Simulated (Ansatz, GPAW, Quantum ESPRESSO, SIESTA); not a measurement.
## One calculation of TiTe, 4 ways

```xyz
4
Lattice="3.8420 0.0000 0.0000 -1.9210 3.3273 0.0000 0.0000 0.0000 6.4030" Properties=species:S:1:pos:R:3 pbc="T T T"
Te    1.9648    1.1090    4.8434
Te    0.0249    2.2165    1.5773
Ti    0.0152    0.0111    3.1929
Ti   -0.0356   -0.0064    0.0083
```

Atoms were shifted at random by some hundredths of an Å from the given cell, which wasn't relaxed again for these runs.

Alike in all runs: task single point; functional PBEsol; k mesh 8 × 8 × 4; occupations fermi-dirac, width 0.05 eV; no spin polarisation; no spin-orbit coupling. A missing gap at this level doesn't show that the real crystal is a metal. Pressure is positive in compression and, in plane waves, holds the error of the finite cutoff.

| program and potentials | plane-wave cutoff (eV) | notes | band gap (eV) | pressure (GPa) | largest force (eV/Å) | energy over the undisturbed cell (meV/atom) |
| --- | --- | --- | --- | --- | --- | --- |
| GPAW, PAW data sets generated for this functional | 600 | 9 valence electrons an atom on average | no gap | 3.12 | 0.671 | 9.67 |
| Quantum ESPRESSO, GBRV 1.5 PBEsol | 612 | 9 valence electrons an atom on average | no gap | 3.95 | 0.683 | 9.88 |
| SIESTA, files PseudoDojo sr-pbesol-0.4.1-standard, DZP (energy shift 0.003 Ry; two zetas on semicore shells) | - | atomic basis; 14 valence electrons an atom on average | no gap | 5.84 | 0.737 | 10.61 |
| Ansatz, all-electron LAPW, scalar-relativistic | - | - | no gap | 3.64 | 0.676 | - |

Force on atom 1 (Te), eV/Å:

```json
{"program and potentials": "GPAW, PAW data sets generated for this functional", "x": "-0.414", "y": "0.041", "z": "-0.526"}
{"program and potentials": "Quantum ESPRESSO, GBRV 1.5 PBEsol", "x": "-0.428", "y": "0.042", "z": "-0.530"}
{"program and potentials": "SIESTA, files PseudoDojo sr-pbesol-0.4.1-standard, DZP (energy shift 0.003 Ry; two zetas on semicore shells)", "x": "-0.455", "y": "0.047", "z": "-0.578"}
{"program and potentials": "Ansatz, all-electron LAPW, scalar-relativistic", "x": "-0.417", "y": "0.041", "z": "-0.530"}
```

None finds a gap. The pressure spans 3.12 (GPAW, PAW data sets generated for this functional) to 5.84 GPa (SIESTA, files PseudoDojo sr-pbesol-0.4.1-standard, DZP (energy shift 0.003 Ry; two zetas on semicore shells)), with all-electron results at 3.64. The pressure on the cell as given of SIESTA, files PseudoDojo sr-pbesol-0.4.1-standard, DZP (energy shift 0.003 Ry; two zetas on semicore shells) lies far from the others; the cause wasn't traced. Rows in atomic bases carry the error of their basis and grid, which can be large.

The functional is the same throughout but for its coding, so the spread measures potentials, basis and numerics; runs on potential files found faulty are left out.
